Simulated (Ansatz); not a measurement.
The cell comes from COD entry 9008559, which wasn't checked; take it as a given geometry. The listed cell was then made from it by scaling, straining or moving an atom.

Zr: DFT, PBE, PAW with Ansatz's default frozen-core files, scalar-relativistic (Ansatz 0.2.0). What sets it apart from a plain run of this crystal: equal xx and yy strain of -1 %.

Command: `ansatz run input.yaml --threads 1 --pin off --max-ram 3072MiB --backend cpu --events-out ev --progress --plain --runs-dir out` The run took 3.6 s on 1 thread of Arm Neoverse V2 (shared host), peak memory 0.37 GiB.

```yaml
crystal:
  lattice:
    - [-1.7919, 1.7919, 1.81]
    - [1.7919, -1.7919, 1.81]
    - [1.7919, 1.7919, -1.81]
  atoms:
    - { symbol: Zr, position: [0.0, 0.0, 0.0] }
kpoints:
  mp_grid: { grid: [14, 14, 14] }
scf:
  occupations: { method: fermi_dirac, width: 0.08 }
hamiltonian:
  xc: pbe
  pseudopotentials: { kind: paw }
output:
  forces: true
  stress: true
  eigenvalues: true
  efg: { contact_densities: true }
```

Output (standing set-up lines are left out):

```
Crystal: 1 atoms, lattice volume = 23.247 Å³
Basis set: ecut = 420 eV, 447 PW (Γ), exchange–correlation on 48×48×48 points (8 copies of the dense FFT grid, shifted against one another)
Symmetry: 16 space group operations
Space group: I4/mmm (ITA 139), of the structure as read, at distance tolerance 2.9e-5 Å
k-points: 244 of 2744
SCF iter   1: F=—  HF=-4183.770232 eV  |F-HF|=—  |Δ(HF+E_count)|=         —  Δρ=2.32e-3  dr2=1.01e-3  ethr=1.77e-3  ⟨swp⟩=5.1  Hψ=13748  notcnv=0
preconditioner: auto → none  [metal: Δε(μ)=0.012 eV  Ē_g=4.912 eV  σ=0.080 eV  W_gap=0.04  n_scr=0 (ndim 8)  ℏωp=15.4 eV  f_vac=0.000  D(μ)=1.83/eV (n_scr^D=18)]
SCF iter   2: F=—  HF=-4183.769627 eV  |F-HF|=—  |Δ(HF+E_count)|=   6.05e-4  Δρ=8.80e-4  dr2=9.36e-5  ethr=8.40e-6  ⟨swp⟩=1.8  Hψ=4699  notcnv=0
SCF iter   3: F=—  HF=-4183.769651 eV  |F-HF|=—  |Δ(HF+E_count)|=   2.47e-5  Δρ=2.30e-4  dr2=6.13e-6  ethr=7.80e-7  ⟨swp⟩=1.0  Hψ=2448  notcnv=0
iter 4 did not close the SCF: its close was put off for the readings that it lacked (scf_convergence_deferred on its scf_iter line)
SCF iter   4: F=-4183.769655 eV  HF=-4183.769654 eV  |F-HF|=3.58e-8  |Δ(HF+E_count)|=   3.09e-6  Δρ=1.96e-5  dr2=3.31e-8  ethr=5.11e-8  ⟨swp⟩=2.0  Hψ=2900  notcnv=0
iter 5 did not close the SCF: its close was put off for the readings that it lacked (scf_convergence_deferred on its scf_iter line)
SCF iter   5: F=-4183.769655 eV  HF=-4183.769655 eV  |F-HF|=1.75e-10  |Δ(HF+E_count)|=   4.18e-8  Δρ=3.31e-6  dr2=1.04e-9  ethr=2.76e-10  ⟨swp⟩=2.1  Hψ=3940  notcnv=0
SCF iter   6: F=-4183.769655 eV  HF=-4183.769655 eV  |F-HF|=7.28e-12  |Δ(HF+E_count)|=  1.07e-10  Δρ=4.18e-7  dr2=2.13e-11  ethr=8.67e-12  ⟨swp⟩=1.1  Hψ=7080  notcnv=0
SCF 1 converged in 6 iterations: F = -4183.769655 eV  dr2 = 2.13e-11
  greatest PAW one-centre occupation: 0.996 electrons in one spin orbital (limit 2), on the Zr atom at site 0 (counted from 0), in its partial waves of l = 0
SCF converged after 6 iterations
Free energy (F): -4183.769655 eV
Harris-Foulkes:  -4183.769655 eV  (|F-HF|=7.28e-12)
Internal energy: -4183.730072 eV  (E = F + TS)
E sigma→0 (E₀):  -4183.749863 eV
Entropy (-TS):   -0.039583 eV (-39.583 meV/atom)
Fermi energy:    13.745285 eV
--- Per-component energies (eV) ---
  E_band       = -95.937902
  E_kinetic    = 332.799451
  E_local      = -626.664907  (includes V_loc(G=0)·N_el)
  E_nonlocal   = 80.881125
  E_hartree    = 194.153132
  E_xc         = -161.381075
  E_vxc        = -190.578236  (∫ρ·V_xc dr)
  E_paw        = -2954.229707  (= ΣΔE_a)
  E_vpaw       = -80.681576  (= ΣTr[D̂ρ^β])
  E_aug_tail   = 0.000025  (compensation charges beyond the density's cutoff)
  E_ewald      = -1049.288116
  E_smearing   = -0.039583  (= −TS)
  E_closure    = 0.000000  (closes the sum)
  Σ components = -4183.769655   (vs F -4183.769655, Δ=0.00e0)
--- Forces (eV/Å), atoms counted from 1 ---
  atom   1  Zr    -0.00000000     0.00000000     0.00000000
  max |Σ_I F_I| component: 4.31e-32 eV/Å
--- Stress (GPa, compression-positive) ---
       -1.473891       0.000000       0.000000
        0.000000      -1.473891      -0.000000
        0.000000       0.000000      -1.372416
  P = ⅓ Tr σ = -1.4401 GPa (-14.401 kbar)
--- PAW observables at the nuclei: V_zz in 10²¹ V/m², potentials from the cell's mean, atoms counted from 1 ---
  atom   1  Zr V_zz =    -0.057506   η = 0.0000   by run symmetry: allowed
            electrostatic potential = -5928.292606 V   contact ρ = 490534.699364 e/Å³
--- Band table (eV; the first three rows and the last of 244) ---
  k-point 0: bands = ["-34.7310", "-12.2488", "-12.2481", "-12.2481", "8.3819", "14.8366", "14.8366", "14.9341", "17.2756", "17.4073"]
  k-point 1: bands = ["-34.7236", "-12.2995", "-12.2648", "-12.2487", "8.5570", "14.7176", "14.8907", "15.0056", "17.2289", "17.2787"]
  k-point 2: bands = ["-34.7025", "-12.4415", "-12.3093", "-12.2505", "9.0513", "14.4069", "14.7000", "15.5033", "16.9444", "17.3029"]
  k-point 243: bands = ["-34.4702", "-12.9284", "-12.9085", "-12.9085", "11.1953", "11.2198", "19.3666", "19.3962", "19.3962", "21.0133"]
```
